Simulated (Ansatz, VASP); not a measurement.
## One calculation of Si, two programs

```
CELL_PARAMETERS angstrom
-2.25100 2.36850 1.27500
2.25100 -2.36850 1.27500
2.25100 2.36850 -1.27500
ATOMIC_POSITIONS crystal
Si 0.80700 0.05700 0.75000
Si 0.19300 0.94300 0.25000
```

This isn't the form of Si at room conditions, which is diamond.

Alike in both runs: task single point; functional PBE; k mesh 15 × 15 × 15; occupations fermi-dirac, width 0.1 eV; no spin polarisation.

|  | VASP | Ansatz |
| --- | --- | --- |
| version | VASP 6.6.1 | Ansatz 0.2.0 |
| potentials or method | VASP PAW PBE potentials, release 64 (Si), cutoff 520 eV | all-electron (LAPW or listed datasets) |

|  | VASP | Ansatz | Ansatz less VASP |
| --- | --- | --- | --- |
| gap on the k mesh at the Fermi level (eV) | none | none | - |
| pressure (GPa) | 15.7 | 15.7 | +0.07 |
| largest component of the traceless stress (GPa) | 2.14 | 2.13 | -0.006 |

A gap of «none» marks a metal or a gap that the smearing closes. Ansatz ran all-electron here, so the differences hold the error of VASP's frozen core and of both bases.

Caveats: so large a pressure means that the cell lies far from this level's equilibrium, or that cutoff or potentials fall short (VASP).
